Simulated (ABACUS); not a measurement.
# C (Fd-3m) in ABACUS: a series of runs

The runs below take C through single point, relaxation of cell and atoms, with revTPSS.

Everything below comes from runs of ABACUS 3.10.1. Logs are shortened: lines on timing, memory, paths and dates and some standing lists are left out, and cuts for length are marked.

### Step 1. The structure

Symmetry: Fd-3m, No. 227, cubic system. Conventional cell: a = 3.567 Å, b = 3.567 Å, c = 3.567 Å, α = 90.00°, β = 90.00°, γ = 90.00°. C (site symmetry -43m) is surrounded by 4 C at 1.54 Å.

This isn't the form of C at room conditions, which is graphite.

### Step 2. Single point, revTPSS

Contents of INPUT:

```
INPUT_PARAMETERS
suffix              C
calculation         scf
basis_type          pw
pseudo_dir          ./
symmetry            1
dft_functional      MGGA_X_REVTPSS+MGGA_C_REVTPSS
ecutwfc             95
pseudo_rcut         10
nspin               1
nbands              14
ks_solver           dav
smearing_method     fd
smearing_sigma      0.00367493
scf_thr             1e-08
scf_nmax            100
mixing_type         broyden
mixing_beta         0.7
cal_force           1
cal_stress          1
mixing_tau          1
out_chg             1
kpar                4
```

Contents of STRU:

```
ATOMIC_SPECIES
C 12.0110 C_ONCV_PBE-1.2.upf

LATTICE_CONSTANT
1.8897261246

LATTICE_VECTORS
0.0000000000 1.7833700000 1.7833700000
1.7833700000 0.0000000000 1.7833700000
1.7833700000 1.7833700000 0.0000000000

ATOMIC_POSITIONS
Direct

C
0.0
2
0.7500000000 0.7500000000 0.7500000000 1 1 1
0.5000000000 0.5000000000 0.5000000000 1 1 1
```

Contents of KPT:

```
K_POINTS
0
Gamma
8 8 8 0 0 0
```

Potentials or basis: SG15 ONCV 1.2 PBE, plane waves.

On the command line:

```console
$ OMP_NUM_THREADS=1 mpirun -np 4 abacus > log
```

running log:

```text
ABACUS v3.10.1

               Atomic-orbital Based Ab-initio Computation at UStc

 ------------------------------------------------------------------------------------

 READING GENERAL INFORMATION
                           global_out_dir = OUT.C/
                           global_in_card = INPUT
                               pseudo_dir = ./
                              orbital_dir =
                                    DSIZE = 4
                                    GSIZE = 1

 READING UNITCELL INFORMATION
                                    ntype = 1
                  lattice constant (Bohr) = 1.88973
              lattice constant (Angstrom) = 1

 READING ATOM TYPE 1
                               atom label = C
                      L=0, number of zeta = 1
                      L=1, number of zeta = 1
                      L=2, number of zeta = 1
             number of atom for this type = 2

                        TOTAL ATOM NUMBER = 2
DIRECT COORDINATES
    atom                   x                   y                   z     mag                  vx                  vy                  vz
taud_C1            0.7500000000        0.7500000000        0.7500000000  0.0000        0.0000000000        0.0000000000        0.0000000000
taud_C2            0.5000000000        0.5000000000        0.5000000000  0.0000        0.0000000000        0.0000000000        0.0000000000

                          Volume (Bohr^3) = 76.551
                             Volume (A^3) = 11.3437

 Lattice vectors: (Cartesian coordinate: in unit of a_0)
                   +0            +1.78337            +1.78337
             +1.78337                  +0            +1.78337
             +1.78337            +1.78337                  +0
 Reciprocal vectors: (Cartesian coordinate: in unit of 2 pi/a_0)
            -0.280368           +0.280368           +0.280368
            +0.280368           -0.280368           +0.280368
            +0.280368           +0.280368           -0.280368
 The esolver type has been set to : ksdft_pw

                PAO radial cut off (Bohr) = 10

 Read in pseudopotential file is C_ONCV_PBE-1.2.upf
                     pseudopotential type = NC
          exchange-correlation functional = PBE
                 nonlocal core correction = 0
                        valence electrons = 4
                                     lmax = 1
                           number of zeta = 0
                     number of projectors = 4
                           L of projector = 0
                           L of projector = 0
                           L of projector = 1
                           L of projector = 1
 XC functional updated to : MGGA_X_REVTPSS+MGGA_C_REVTPSS
          exchange-correlation functional = MGGA_X_REVTPSS+MGGA_C_REVTPSS
     initial pseudo atomic orbital number = 0

 SETUP THE ELECTRONS NUMBER
             electron number of element C = 4
       total electron number of element C = 8
            AUTOSET number of electrons:  = 8
                           occupied bands = 4
                                   NBANDS = 14
                                   NLOCAL = 18

 SETUP THE PLANE WAVE BASIS
 energy cutoff for charge/potential (unit:Ry) = 380
            fft grid for charge/potential = [ 30, 30, 30 ]
                        fft grid division = [ 1, 1, 1 ]
        big fft grid for charge/potential = [ 30, 30, 30 ]
                                     nbxx = 27000
                                     nrxx = 27000

 SETUP PLANE WAVES FOR CHARGE/POTENTIAL
                    number of plane waves = 9577
                         number of sticks = 595

 PARALLEL PW FOR CHARGE/POTENTIAL
     PROC   COLUMNS(POT)             PW
        1            595           9577
 --------------- sum -------------------
        1            595           9577
                            number of |g| = 149
                                  max |g| = 34.2723
                                  min |g| = 0

----------- Double Check Mixing Parameters Begin ------------
mixing_type: broyden
mixing_beta: 0.7
mixing_gg0: 1
mixing_gg0_min: 0.1
mixing_ndim: 8
----------- Double Check Mixing Parameters End ------------

 LATTICE VECTORS: (CARTESIAN COORDINATE: IN UNIT OF A0)
                   +0            +1.78337            +1.78337
             +1.78337                  +0            +1.78337
             +1.78337            +1.78337                  +0
                       right hand lattice = 1
                                   NORM_A = 2.52207
                                   NORM_B = 2.52207
                                   NORM_C = 2.52207
                           ALPHA (DEGREE) = 60
                           BETA  (DEGREE) = 60
                           GAMMA (DEGREE) = 60

 The lattice vectors have been changed (STRU_SIMPLE.cif)

(for optimal symmetric configuration:)
                             BRAVAIS TYPE = 3
                     BRAVAIS LATTICE NAME = 03. Cubic F (face-centered)
                                    ibrav = 3
                                    IBRAV = 3
                                  BRAVAIS = FACE CENTERED CUBIC
                       LATTICE CONSTANT A = 3.56674
Original cell was already a primitive cell.
                        ROTATION MATRICES = 48
              PURE POINT GROUP OPERATIONS = 24
                   SPACE GROUP OPERATIONS = 48
                                       C2 = 3
                                       C3 = 8
                                       C4 = 0
                                       C6 = 0
                                       S1 = 6
                                       S3 = 0
                                       S4 = 6
                                       S6 = 0
                              POINT GROUP = T_d
               POINT GROUP IN SPACE GROUP = O_h

 SETUP K-POINTS
                                    nspin = 1
                   Input type of k points = Monkhorst-Pack(Gamma)
                                   nkstot = 512
                       right hand lattice = 1
(for reciprocal lattice: )
                             BRAVAIS TYPE = 2
                     BRAVAIS LATTICE NAME = 02. Cubic I (body-centered)
                                    ibrav = 2
                       right hand lattice = 1
(for k-lattice: )
                             BRAVAIS TYPE = 2
                     BRAVAIS LATTICE NAME = 02. Cubic I (body-centered)
                                    ibrav = 2
                       right hand lattice = 1
                        ROTATION MATRICES = 48
                               nkstot_ibz = 29
K-POINTS REDUCTION ACCORDING TO SYMMETRY
     IBZ    DIRECT_X    DIRECT_Y    DIRECT_Z  WEIGHT  ibz2bz
       1  0.00000000  0.00000000  0.00000000  0.0020       0
       2  0.12500000  0.12500000  0.12500000  0.0156       1
       3  0.25000000  0.25000000  0.25000000  0.0156       2
       4  0.37500000  0.37500000  0.37500000  0.0156       3
       5  0.50000000  0.50000000  0.50000000  0.0078       4
       6  0.12500000  0.12500000  0.00000000  0.0117       9
[... 21 lines left out ...]
      28 -0.12500000  0.50000000  0.37500000  0.0234     101
      29  0.50000000  0.25000000 -0.25000000  0.0117     166

                               nkstot now = 29
[... K-POINTS DIRECT COORDINATES: 29 rows ...]

           k-point number in this process = 8
       minimum distributed K point number = 7
[... stars of the k points ...]

[... K-POINTS CARTESIAN COORDINATES: 8 rows ...]

[... K-POINTS DIRECT COORDINATES: 8 rows ...]

 SETUP PLANE WAVES FOR WAVE FUNCTIONS
     energy cutoff for wavefunc (unit:Ry) = 95
              fft grid for wave functions = [ 30, 30, 30 ]
                    number of plane waves = 1471
                         number of sticks = 169

 PARALLEL PW FOR WAVE FUNCTIONS
     PROC   COLUMNS(POT)             PW
        1            169           1471
 --------------- sum -------------------
        1            169           1471

 SETUP NONLOCAL PSEUDOPOTENTIALS IN PLANE WAVE BASIS
 C non-local projectors:
 projector 1 L=0
 projector 2 L=0
 projector 3 L=1
 projector 4 L=1
      TOTAL NUMBER OF NONLOCAL PROJECTORS = 16

 Init Non-Local PseudoPotential table :
 Init Non-Local-Pseudopotential done.

                                     npwx = 1243

 -------------------------------------------
 SELF-CONSISTENT
 -------------------------------------------
                                 init_chg = atomic

 PW ALGORITHM --------------- ION=   1  ELEC=   1--------------------------------

 Density error is 0.0989880906621
                          Error Threshold = 0.01
----------------------------------------------------------
     Energy           Rydberg                 eV
----------------------------------------------------------
 E_KohnSham     -22.7128922527       -309.0247526971
 E_Harris       -22.1433503186       -301.2757371429
 E_Fermi        1.1449534236         15.5778905057
----------------------------------------------------------
[... 51 lines left out ...]
 Density error is 3.13945127574e-10
                          Error Threshold = 3.9880432132e-10
----------------------------------------------------------
     Energy           Rydberg                 eV
----------------------------------------------------------
 E_KohnSham     -22.7301784194       -309.2599430600
 E_KS(sigma->0) -22.7301784194       -309.2599430600
 E_Harris       -22.7301721496       -309.2598577550
 E_band         2.5158771089         34.2302641490
 E_one_elec     7.9839139992         108.6267227316
 E_Hartree      1.9093767060         25.9784028299
 E_xc           -7.0487806213        -95.9035804013
 E_Ewald        -25.5746885033       -347.9614882202
 E_entropy(-TS) -0.0000000000        -0.0000000000
 E_descf        0.0000000000         0.0000000000
 E_exx          0.0000000000         0.0000000000
 E_Fermi        1.1743765403         15.9782125460
----------------------------------------------------------

 charge density convergence is achieved
 final etot is -309.25994306 eV
 EFERMI = 15.978212546 eV

 STATE ENERGY(eV) AND OCCUPATIONS    NSPIN == 1
 1/8 kpoint (Cartesian) = 0.0000 0.0000 0.0000 (1243 pws)
       1       -8.43327     0.00390625
       2        13.3870     0.00390625
       3        13.3870     0.00390625
       4        13.3870     0.00390625
       5        19.1533    1.03057e-30
       6        19.1533    1.03057e-30
       7        19.1533    1.03057e-30
       8        27.0469        0.00000
       9        32.3005        0.00000
      10        40.4277        0.00000
      11        40.4277        0.00000
      12        41.0386        0.00000
      13        41.0386        0.00000
      14        41.0386        0.00000
[... 65 lines left out ...]
 6/8 kpoint (Cartesian) = 0.0000 0.0000 0.070092 (1211 pws)
       1       -7.84777      0.0234375
       2        11.6464      0.0234375
       3        11.6464      0.0234375
       4        12.0526      0.0234375
       5        18.6985    5.52157e-26
       6        21.3910    2.26375e-49
       7        21.3910    2.26375e-49
       8        26.9630        0.00000
       9        33.2983        0.00000
      10        34.3153        0.00000
      11        41.1702        0.00000
      12        42.3956        0.00000
      13        42.3956        0.00000
      14        45.4933        0.00000

[... levels at 2 further k points ...]

------------------------------------------------------------------------------------------
 TOTAL-FORCE (eV/Angstrom)
------------------------------------------------------------------------------------------
                        C1         0.0000000000         0.0000000000         0.0000000000
                        C2         0.0000000000         0.0000000000         0.0000000000
------------------------------------------------------------------------------------------

----------------------------------------------------------------
 TOTAL-STRESS (KBAR)
----------------------------------------------------------------
       -12.9515523215         0.0000000000        -0.0000000000
        -0.0000000000       -12.9515523215        -0.0000000000
        -0.0000000000         0.0000000000       -12.9515523215
----------------------------------------------------------------
 TOTAL-PRESSURE: -12.951552 KBAR

 --------------------------------------------
 !FINAL_ETOT_IS -309.2599430600033088 eV
 --------------------------------------------
```

It took 5.5 s on 4 MPI ranks of Intel Xeon 6975P-C (Granite Rapids), shared host; peak memory 0.24 GiB.

What came out:

```
Free energy            : -309.2599 eV
Pressure               : -1.3 GPa
Band gap on the k mesh : 4.12 eV, indirect (least direct gap 5.77 eV)
```

Levels at points of the mesh, in eV from the valence-band top:
```tsv
k point	band 2	band 3	band 4	band 5	band 6	band 7
(0.00, 0.00, 0.00)	0.00	0.00	0.00	5.77	5.77	5.77
(0.50, 0.50, 0.50)	-13.61	-2.83	-2.83	8.65	8.65	9.03
(0.50, 0.50, 0.00)	-12.95	-6.38	-6.38	4.71	4.71	17.15
```

Caveat: the potentials were made for another functional, which shifts forces and pressure. A k mesh can miss the band edges.

(Continued in part 2 of 2.)
